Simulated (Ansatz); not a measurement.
# Relaxing Nb

These are results of DFT PBE, scalar-relativistic, plane waves, PAW in Ansatz, not measurements. Cutoff 420 eV, Γ-centred k mesh, Gaussian smearing, no spin polarisation in the final step.

Nb was placed on the sites of a reported O cell (P6_3/mmc, No. 194), at a guessed volume.

```
CELL_PARAMETERS angstrom
3.31933 0.00000 0.00000
-1.65967 2.87463 0.00000
0.00000 0.00000 8.52191
ATOMIC_POSITIONS crystal
Nb 0.33333 0.66667 0.16100
Nb 0.66667 0.33333 0.66100
Nb 0.33333 0.66667 0.33900
Nb 0.66667 0.33333 0.83900
```

Cell and atoms relax at zero pressure; the relaxation can't lower the symmetry of the start. After a coarse first stage the cell is made exact in the group found at 0.06 Å.

Energies count from the standard state of Nb at the same level.

Question: What does it relax into?

Answer: It keeps P6_3/mmc (No. 194), but not the shape of the type it started on. Conventional cell: a = 2.873 Å, c = 10.647 Å. Around Nb lie 7 Nb at 2.75–2.87 Å and 3 Nb at 3.06 Å.

Space group P6_3/mmc (No. 194). a = 2.873 Å, b = 2.873 Å, c = 10.647 Å, α = 90.00°, β = 90.00°, γ = 120.00°
| atom | site | symmetry | x | y | z |
| --- | --- | --- | --- | --- | --- |
| Nb | 4f | 3m. | 0.3333 | 0.6667 | 0.1208 |

Question: What are its volume, energy, density and gap?

Answer: The volume per atom is 19.02 Å³, the density is 8.11 g/cm³ and the energy over the standard structure is 0.48 eV/atom. The gap on the 18×18×6 mesh is 0 eV (a metal).

The final run used a 18×18×6 mesh on its 4-atom cell and 0.10 eV smearing. The k mesh leaves about 4 meV/atom of noise in metals. A structure relaxed within its symmetry needn't be a true minimum. The steps took of the order of 2.3 core-minutes in all.